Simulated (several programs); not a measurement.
Mg2Ge (Fm-3m) from semi-empirical methods to plane-wave DFT

A 3-atom cell of Mg2Ge (Fm-3m) from a materials database, relaxed with r2SCAN in Ansatz, was computed with several methods. It is cubic, Fm-3m (No. 225); conventional cell a = 6.366 Å, 21.50 Å³ an atom. Around Mg lie 4 Ge at 2.76 Å; around Ge lie 8 Mg at 2.76 Å. (Simulation; spin polarisation is off.)

```yaml
crystal:
  lattice:
    - [0.00000, 3.18311, 3.18311]
    - [3.18311, 0.00000, 3.18311]
    - [3.18311, 3.18311, 0.00000]
  atoms:
    - { symbol: Mg, position: [0.75000, 0.75000, 0.75000] }
    - { symbol: Mg, position: [0.25000, 0.25000, 0.25000] }
    - { symbol: Ge, position: [0.00000, 0.00000, 0.00000] }
```

Gaps and times are for a single point on this cell; volume and bulk modulus come from each method's own relaxation or energy curve at fixed shape. Times are rough, from shared hosts (AMD EPYC 7R13 Processor; Arm Neoverse N1; Intel Xeon 6975P-C), and each method has its own mesh and cell size. PM6 (MOPAC), PM7 (MOPAC), GFN1-xTB (tblite) treat a cluster of cells at its zone centre, which samples few k points: where these miss a band edge, the gap comes out too large for that reason alone. Gaps from k meshes are read at a limited set of points (mesh, symmetry points, PBE's band edges), so each method's own least gap may be somewhat smaller. xTB and the PM methods were fitted mostly to molecules, and can miss a solid's gap by electronvolts. Minimal bases can be far off for gaps. Times of the plane-wave ladder aren't listed, since it ran on unlike processors and cards. GLLB-SC's gap includes the derivative discontinuity. d marks a direct gap, i an indirect one (no mark: not told apart), a dash a value that wasn't computed or didn't pass its checks.

```csv
method,kind,gap (eV),own volume (Å³/atom),bulk modulus (GPa),atoms computed,processor time
PBEsol,semilocal,–,21.46,–,3,–
light PBE (260 eV and a coarse mesh),light plane-wave,0.10 i,–,–,3,1.4 s
LDA,semilocal,0.13 i,20.68,–,3,–
PBE,semilocal,0.14 i,22.04,50,3,–
PM6 (MOPAC),semi-empirical,7.51,–,–,cluster,7.3 s
PM7 (MOPAC),semi-empirical,5.52,–,–,cluster,10 s
PBE+SOC,semilocal,0.08 i,–,–,3,–
r2SCAN,semilocal,0.44 i,21.50,56,3,–
GFN1-xTB (tblite),tight binding,0,–,–,cluster,19 s
GLLB-SC (GPAW),model potential,0.51,–,–,3,20 s
PBE/DZVP (CP2K),small basis,0.40 i,–,–,3,23 s
PBE/single zeta (GPAW),small basis,0.38 i,–,–,3,24 s
PBE/SZV (CP2K),small basis,overlap 1.12,–,–,3,25 s
HSE06+SOC,hybrid,0.45 i,–,–,3,–
PBE0,hybrid,1.11 i,–,–,3,–
HSE06,hybrid,0.51 i,21.61,–,3,–
```

Against HSE06 (0.51 eV) and with closed or daggered gaps left aside, the nearest gap at the points sampled is that of GLLB-SC (GPAW) (0.00 eV) and the farthest that of PM6 (MOPAC) (+7.00 eV). HSE06 is only a yardstick of convenience, and nearness to it can be luck.

Volumes against r2SCAN's: PBEsol -0.2 %, LDA -3.8 %, PBE +2.5 %, HSE06 +0.5 %.

Runs without a result: GFN2-xTB (tblite) (single point).

Only the rows marked +SOC include spin-orbit coupling.
